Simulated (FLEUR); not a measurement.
# TePb (Fm-3m) in FLEUR: notebook, part 2 of 2

FLEUR MaX-R8.1 (later development tree). Earlier steps stand in the parts before.

### 3 Equation of state, r2SCAN, 31.71 Å³/atom (volume scaled by 0.94)

Changes to inp.xml since step 2:

```diff
@@ -27,3 +27,3 @@
       <xi:include xmlns:xi="http://www.w3.org/2001/XInclude" href="sym.xml"> </xi:include>
-      <bulkLattice scale="1.0">
+      <bulkLattice scale="0.9795861087">
          <bravaisMatrix>
```

Potentials or basis: all-electron, FLAPW.

On the command line:

```console
> inpgen -f crystal.txt -profile fastHighL
> # inp.xml edited to the form shown
> fleur_MPI
```

The log of the run:

```text
Welcome to FLEUR        (www.flapw.de)
      MaX-Release 8.1          (www.max-centre.eu)
 func_ids         498         497         498         497
 MetaGGA potential functional detected - V_tau will be computed
 Auxiliary Potential for radial basis: exchange=         117  correlation=         130
The functional 'Re-regularized SCAN exchange by Furness et al' is an exchange functional, it belongs to the 'MGGA' family and is defined in the reference(s):
[1] J. W. Furness, A. D. Kaplan, J. Ning, J. P. Perdew, and J. Sun.,  J. Phys. Chem. Lett. 11, 8208-8215 (2020)
[2] J. W. Furness, A. D. Kaplan, J. Ning, J. P. Perdew, and J. Sun.,  J. Phys. Chem. Lett. 11, 9248-9248 (2020)
The functional 'Re-regularized SCAN correlation by Furness et al' is a correlation functional, it belongs to the 'MGGA' family and is defined in the reference(s):
[1] J. W. Furness, A. D. Kaplan, J. Ning, J. P. Perdew, and J. Sun.,  J. Phys. Chem. Lett. 11, 8208-8215 (2020)
[2] J. W. Furness, A. D. Kaplan, J. Ning, J. P. Perdew, and J. Sun.,  J. Phys. Chem. Lett. 11, 9248-9248 (2020)
 Using same functional for VXC and EXC

 ========== k-point set info ==========
 Selected k-point list: default-1
 k-point list type: mesh
 7 x 7 x 7
 Number of k points: 20

[... 16 lines left out ...]
 Using auxiliary GGA potential for the first iteration of MetaGGA calculation.
 Reset of history
 Reset of history
 Iteration:     1   Distance:      41.05911200 me/bohr^3
The functional 'Hammer, Hansen, and Norskov' is an exchange functional, it belongs to the 'GGA' family and is defined in the reference(s):
[1] B. Hammer, L. B. Hansen, and J. K. Nørskov.,  Phys. Rev. B 59, 7413 (1999)
The functional 'Perdew, Burke & Ernzerhof' is a correlation functional, it belongs to the 'GGA' family and is defined in the reference(s):
[1] J. P. Perdew, K. Burke, and M. Ernzerhof.,  Phys. Rev. Lett. 77, 3865 (1996)
[2] J. P. Perdew, K. Burke, and M. Ernzerhof.,  Phys. Rev. Lett. 78, 1396 (1997)
 Using same functional for VXC and EXC
 Iteration:     2   Distance:      38.95689582 me/bohr^3
The functional 'Hammer, Hansen, and Norskov' is an exchange functional, it belongs to the 'GGA' family and is defined in the reference(s):
[1] B. Hammer, L. B. Hansen, and J. K. Nørskov.,  Phys. Rev. B 59, 7413 (1999)
The functional 'Perdew, Burke & Ernzerhof' is a correlation functional, it belongs to the 'GGA' family and is defined in the reference(s):
[1] J. P. Perdew, K. Burke, and M. Ernzerhof.,  Phys. Rev. Lett. 77, 3865 (1996)
[2] J. P. Perdew, K. Burke, and M. Ernzerhof.,  Phys. Rev. Lett. 78, 1396 (1997)
 Using same functional for VXC and EXC
 Iteration:     3   Distance:      36.98885179 me/bohr^3
The functional 'Hammer, Hansen, and Norskov' is an exchange functional, it belongs to the 'GGA' family and is defined in the reference(s):
[1] B. Hammer, L. B. Hansen, and J. K. Nørskov.,  Phys. Rev. B 59, 7413 (1999)
[... 75 lines left out ...]
The functional 'Hammer, Hansen, and Norskov' is an exchange functional, it belongs to the 'GGA' family and is defined in the reference(s):
[1] B. Hammer, L. B. Hansen, and J. K. Nørskov.,  Phys. Rev. B 59, 7413 (1999)
The functional 'Perdew, Burke & Ernzerhof' is a correlation functional, it belongs to the 'GGA' family and is defined in the reference(s):
[1] J. P. Perdew, K. Burke, and M. Ernzerhof.,  Phys. Rev. Lett. 77, 3865 (1996)
[2] J. P. Perdew, K. Burke, and M. Ernzerhof.,  Phys. Rev. Lett. 78, 1396 (1997)
 Using same functional for VXC and EXC
 Iteration:    15   Distance:       0.00015929 me/bohr^3
The functional 'Hammer, Hansen, and Norskov' is an exchange functional, it belongs to the 'GGA' family and is defined in the reference(s):
[1] B. Hammer, L. B. Hansen, and J. K. Nørskov.,  Phys. Rev. B 59, 7413 (1999)
The functional 'Perdew, Burke & Ernzerhof' is a correlation functional, it belongs to the 'GGA' family and is defined in the reference(s):
[1] J. P. Perdew, K. Burke, and M. Ernzerhof.,  Phys. Rev. Lett. 77, 3865 (1996)
[2] J. P. Perdew, K. Burke, and M. Ernzerhof.,  Phys. Rev. Lett. 78, 1396 (1997)
 Using same functional for VXC and EXC
 Iteration:    16   Distance:       0.00004316 me/bohr^3

 ********************************************************************
 Run finished successfully
 Stop message:
   all done
 ********************************************************************
```

Run time: 40 s. Hardware: 1 thread of Intel Xeon 6975P-C (Granite Rapids), shared host; peak memory 0.09 GiB.

Results:

- Free energy: -754382.6675 eV
- Valence electrons inside the program's atomic spheres: Pb 17.97; Te 20.21 (radii Pb 2.66, Te 2.66 bohr)

Caveat: this odd mesh misses L, where the gap lies, so gap, dielectric constants and Born charges aren't listed; the meta-GGA is that of a development version, with a GGA for the radial functions and cores and without core tails.

### 4 Equation of state, r2SCAN, 32.38 Å³/atom (volume scaled by 0.96)

Changes to inp.xml since step 3:

```diff
@@ -27,3 +27,3 @@
       <xi:include xmlns:xi="http://www.w3.org/2001/XInclude" href="sym.xml"> </xi:include>
-      <bulkLattice scale="0.9795861087">
+      <bulkLattice scale="0.9864848297">
          <bravaisMatrix>
```

On the command line:

```console
> inpgen -f crystal.txt -profile fastHighL
> # inp.xml edited to the form shown
> fleur_MPI
```

It took 38 s on 1 thread of Intel Xeon 6975P-C (Granite Rapids), shared host; peak memory 0.09 GiB.

It converged, with:

| Item | Value |
| --- | --- |
| Free energy | -754382.7048 eV |
| Valence electrons inside the program's atomic spheres | Pb 17.95; Te 20.19 (radii Pb 2.66, Te 2.66 bohr) |

Caveat: this odd mesh misses L, where the gap lies, so gap, dielectric constants and Born charges aren't listed; the meta-GGA is that of a development version, with a GGA for the radial functions and cores and without core tails.

### 5 Equation of state, r2SCAN, 33.73 Å³/atom

Changes to inp.xml since step 4:

```diff
@@ -27,3 +27,3 @@
       <xi:include xmlns:xi="http://www.w3.org/2001/XInclude" href="sym.xml"> </xi:include>
-      <bulkLattice scale="0.9864848297">
+      <bulkLattice scale="1.0000000000">
          <bravaisMatrix>
```

On the command line:

```console
> inpgen -f crystal.txt -profile fastHighL
> # inp.xml edited to the form shown
> fleur_MPI
```

Wall time 41 s (1 thread of Intel Xeon 6975P-C (Granite Rapids), shared host); peak memory 0.09 GiB.

Results (log left out):

* Free energy: -754382.7492 eV
* Valence electrons inside the program's atomic spheres: Pb 17.92; Te 20.17 (radii Pb 2.66, Te 2.66 bohr)

Caveat: this odd mesh misses L, where the gap lies, so gap, dielectric constants and Born charges aren't listed; the meta-GGA is that of a development version, with a GGA for the radial functions and cores and without core tails.

### 6 Equation of state, r2SCAN, 35.08 Å³/atom (volume scaled by 1.04)

Changes to inp.xml since step 5:

```diff
@@ -27,3 +27,3 @@
       <xi:include xmlns:xi="http://www.w3.org/2001/XInclude" href="sym.xml"> </xi:include>
-      <bulkLattice scale="1.0000000000">
+      <bulkLattice scale="1.0131594038">
          <bravaisMatrix>
```

Potentials or basis: all-electron, FLAPW.

On the command line:

```console
> inpgen -f crystal.txt -profile fastHighL
> # inp.xml edited to the form shown
> fleur_MPI
```

It took 53 s on 1 thread of Intel Xeon 6975P-C (Granite Rapids), shared host; peak memory 0.09 GiB.

It converged, with:

- Free energy: -754382.7606 eV
- Valence electrons inside the program's atomic spheres: Pb 17.89; Te 20.15 (radii Pb 2.66, Te 2.66 bohr)

Caveat: this odd mesh misses L, where the gap lies, so gap, dielectric constants and Born charges aren't listed; the meta-GGA is that of a development version, with a GGA for the radial functions and cores and without core tails.

### 7 Equation of state, r2SCAN, 35.75 Å³/atom (volume scaled by 1.06)

Changes to inp.xml since step 6:

```diff
@@ -27,3 +27,3 @@
       <xi:include xmlns:xi="http://www.w3.org/2001/XInclude" href="sym.xml"> </xi:include>
-      <bulkLattice scale="1.0131594038">
+      <bulkLattice scale="1.0196128224">
          <bravaisMatrix>
```

On the command line:

```console
> inpgen -f crystal.txt -profile fastHighL
> # inp.xml edited to the form shown
> fleur_MPI
```

It took 50 s on 1 thread of Intel Xeon 6975P-C (Granite Rapids), shared host; peak memory 0.09 GiB.

It converged, with:

| Property | Result |
| --- | --- |
| Free energy | -754382.7556 eV |
| Valence electrons inside the program's atomic spheres | Pb 17.88; Te 20.14 (radii Pb 2.66, Te 2.66 bohr) |

Caveat: this odd mesh misses L, where the gap lies, so gap, dielectric constants and Born charges aren't listed; the meta-GGA is that of a development version, with a GGA for the radial functions and cores and without core tails.

### 8 Equation of state, r2SCAN

No new run: the results of the series are fitted here.

What came out:

```yaml
Equilibrium_volume: 34.92 Å³/atom
Bulk_modulus: 42 GPa
```

Energy against volume, from the lowest point:
```
volume (Å³/atom)  energy (meV/atom)
          31.706              46.54
          32.380              27.90
          33.730               5.71
          35.079               0.00
          35.753               2.50
```

Caveat: this odd mesh misses L, where the gap lies, so gap, dielectric constants and Born charges aren't listed; the meta-GGA is that of a development version, with a GGA for the radial functions and cores and without core tails. The run has no spin-orbit coupling, so splittings on Pb, Te are missing.

### 9 Against experiment

Step 2. A measured gap of TePb is 0.19 eV (direct; 4.2 K; a printed reference work, monograph); the calculated 1.02 eV misses it by +0.83 eV. Spin-orbit coupling on Pb, Te is left out. The value is that of r2SCAN, without temperature or zero-point motion.
